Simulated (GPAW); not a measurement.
Wanted: an ASE script for a GPAW 26.7.0 run.

| Property | Result |
| --- | --- |
| Task | single point |
| Functional | PBE |
| Potentials or basis | GPAW PAW data sets (gpaw-data 1.2.1) |
| Cutoff | 600 eV |
| Basis | pw |
| k mesh | 8 × 8 × 8 |
| Occupations | fermi-dirac, width 0.05 eV |
| Spin | no spin polarisation |
| Maxiter | 150 |

Crystal: SnSe.

```xyz
2
Lattice="0.0000 3.0100 3.0100 3.0100 0.0000 3.0100 3.0100 3.0100 0.0000" Properties=species:S:1:pos:R:3 pbc="T T T"
Sn    0.0000    0.0000    0.0000
Se    3.0100    3.0100    3.0100
```

Measurements of this composition are mostly on another form, of space group No. 62.

These files were run (other wordings do the same):

run.py

```python
from ase import Atoms
from ase.dft.bandgap import bandgap
from ase.io import write
from ase.units import GPa
from gpaw import GPAW, PW

atoms = Atoms(['Sn', 'Se'],
              cell=[[0.0, 3.01, 3.01],
                    [3.01, 0.0, 3.01],
                    [3.01, 3.01, 0.0]],
              scaled_positions=[[0.0, 0.0, 0.0],
                                [0.5, 0.5, 0.5]],
              pbc=True)

calc = GPAW(mode=PW(600),
            xc='PBE',
            kpts={'size': (8, 8, 8), 'gamma': True},
            occupations={'name': 'fermi-dirac', 'width': 0.05},
            nbands=19,
            convergence={'density': 1e-05, 'energy': 1e-05},
            maxiter=150,
            txt='gpaw.txt')
atoms.calc = calc
energy = atoms.get_potential_energy()
forces = atoms.get_forces()
stress = atoms.get_stress()
calc.write('gs.gpw')
write('result.traj', atoms)
print(f'Energy: {energy:.6f} eV')
print('Forces (eV/A):')
print(forces.round(4))
print('Stress (GPa):', (stress / GPa).round(3))
print('Fermi level:', round(calc.get_fermi_level(), 4), 'eV')
print(f'Gap: {bandgap(calc)[0]:.4f} eV, direct: {bandgap(calc, direct=True)[0]:.4f} eV')
```

Potentials or basis: GPAW PAW data sets (gpaw-data 1.2.1), pw.

The run is started by

```bash
$ OMP_NUM_THREADS=1 python run.py
```

Results of the run:

* Pressure: 0.8 GPa
* Band gap on the k mesh: 0.60 eV, direct

Caveat: spin-orbit coupling is left out, which moves the levels of the heavy elements.

It took 16 s on 1 thread of Arm Neoverse V1, with other jobs on the host, peak memory 0.16 GiB.
